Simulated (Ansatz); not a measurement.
## WS2 under changes of volume

One of the cells (17.744 Å³/atom); the others are scaled copies at fixed shape and fractional positions:

```
W S
1.0
     1.57900    0.91164    6.16333
    -1.57900    0.91164    6.16333
     0.00000   -1.82327    6.16333
W S
1 2
Direct
  0.00000 0.00000 0.00000
  0.58100 0.58100 0.58100
  0.75030 0.75030 0.75030
```

Measurements of this composition are mostly on another form, of space group No. 194.

```yaml
Program: Ansatz 0.2.0
Functional: PBEsol
Potentials_or_basis: all-electron LAPW, scalar-relativistic
Cutoff: 265 eV (chosen from the basis error)
Basis_error_allowed: 0.002 eV/atom
k_mesh: 10 × 10 × 10
Occupations: fermi-dirac, width 0.05 eV
Spin: no spin polarisation
```

```csv
volume (Å³/atom),energy over the lowest point (meV/atom),pressure (GPa),gap on the mesh (eV),largest force (eV/Å)
16.679,33.16,11.2,0.94,1.471
17.034,?,?,?,?
17.389,2.52,2.9,1.00,0.628
17.744,0.00,-0.6,1.02,0.599
18.099,4.86,-3.7,1.04,0.694
18.454,16.36,-6.6,1.06,0.996
18.809,33.80,-9.1,1.07,1.276
```

Problem. What does the run at 17.034 Å³/atom give?

Solution. Energy over the lowest point 13.26 meV/atom; pressure 6.9 GPa; gap on the mesh 0.97 eV; largest force 1.026 eV/Å.

Worked out: A Birch-Murnaghan fit of order 3 (a polynomial in V^(-2/3)) to the other rows has its minimum at 17.68 Å³/atom with B0 = V·E''(V) = 169 GPa and B' = 4.4 at fixed shape and positions, which overstates the stiffness. It gives 13.26 meV/atom at 17.034 Å³/atom, against the run's 13.26, and -dE/dV = 6.8 GPa, against 6.9. A parabola through the other rows of the gap, of slope 1.39 eV per unit of ln V there, gives 0.97 eV, against the run's 0.97.

Energies are extrapolated to zero smearing.

Caveats: spin-orbit coupling is left out, which moves the levels of the heavy elements; forces of over 1 eV/Å show positions far from the minimum, so gaps and moduli don't describe the material at rest (some runs).

A mesh can miss the band edges.

The runs don't all hold the same shells in valence.
